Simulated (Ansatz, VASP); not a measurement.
Al4N3 in VASP and in Ansatz

Contents of INCAR:

```
SYSTEM = Al4N3
ALGO = Normal
EDIFF = 1E-6
ENCUT = 520
GGA = PE
ISIF = 2
ISMEAR = 0
ISPIN = 2
LASPH = .True.
LCHARG = .False.
LORBIT = 11
LREAL = .False.
LWAVE = .False.
MAGMOM = 0 0 0 0 1 1 1
NBANDS = 26
NELM = 150
PREC = Accurate
SIGMA = 0.1
```

File KPOINTS:

```
k-points
0
Gamma
  6 6 2
  0 0 0
```

The input POSCAR:

```
Al4N3
1.0
    3.1119767986      0.0000000000      0.0000000000
   -1.5559883993      2.6950509636      0.0000000000
    0.0000000000      0.0000000000      9.8286433193
Al N
4 3
Direct
    0.0000000000      0.0000000000      0.4956596054
    0.3333333333      0.6666666667      0.7586061826
    0.0000000000      0.0000000000      0.9812456330
    0.3333333333      0.6666666667      0.2389489719
    0.3333333333      0.6666666667      0.4330804748
    0.0000000000      0.0000000000      0.6901102831
    0.0000000000      0.0000000000      0.1773488492
```

Input for Ansatz:

```yaml
crystal:
  lattice:
    - [3.1119767986, 0.0, 0.0]
    - [-1.5559883993, 2.6950509636, 0.0]
    - [0.0, 0.0, 9.8286433193]
  atoms:
    - { symbol: Al, position: [0.0, 0.0, 0.4956596054] }
    - { symbol: Al, position: [0.3333333333, 0.6666666667, 0.7586061826] }
    - { symbol: Al, position: [0.0, 0.0, 0.981245633] }
    - { symbol: Al, position: [0.3333333333, 0.6666666667, 0.2389489719] }
    - { symbol: "N", position: [0.3333333333, 0.6666666667, 0.4330804748], spin: 1.0 }
    - { symbol: "N", position: [0.0, 0.0, 0.6901102831], spin: 1.0 }
    - { symbol: "N", position: [0.0, 0.0, 0.1773488492], spin: 1.0 }
basis:
  ecutwfc: 420
kpoints:
  mp_grid: { grid: [6, 6, 2] }
hamiltonian:
  xc: pbe
scf:
  occupations: { method: gaussian, width: 0.1 }
  lower_state_search: "off"
output:
  forces: true
  stress: true
  eigenvalues: true
  populations: true
magnetization:
  spin_polarized: true
```

Alike in both runs: task single point; functional PBE; k mesh 6 × 6 × 2; occupations gaussian, width 0.1 eV; collinear spin.

|  | VASP | Ansatz |
| --- | --- | --- |
| version | VASP 6.6.1 | Ansatz 0.2.0 |
| potentials or method | VASP PAW PBE potentials, release 64 (Al, N) | scalar-relativistic, plane waves, PAW |
| plane-wave cutoff (eV) | 520 | 420 |
| valence electrons in the cell | 27 | 27 |

Ansatz gave:

| Quantity | Value |
| --- | --- |
| gap on the k mesh at the Fermi level (eV) | none |
| pressure (GPa) | -0.1 |
| largest component of the traceless stress (GPa) | 0.22 |
| rms of the force components (eV/Å) | 0.011 |
| net moment per atom (μB) | 0.00 |

Problem. Which values does VASP return?

Solution. gap on the k mesh at the Fermi level (eV): none; pressure (GPa): -0.3; largest component of the traceless stress (GPa): 0.23; rms of the force components (eV/Å): 0.011; net moment per atom (μB): 0.00.

Atom by atom the forces differ by 0.002 eV/Å (rms over components). A gap of «none» marks a metal or a gap that the smearing closes. Ansatz warned: «seeded_moment_not_kept».

Caveats: the k mesh is coarse (spacing up to 0.39 Å⁻¹), so the values aren't converged.
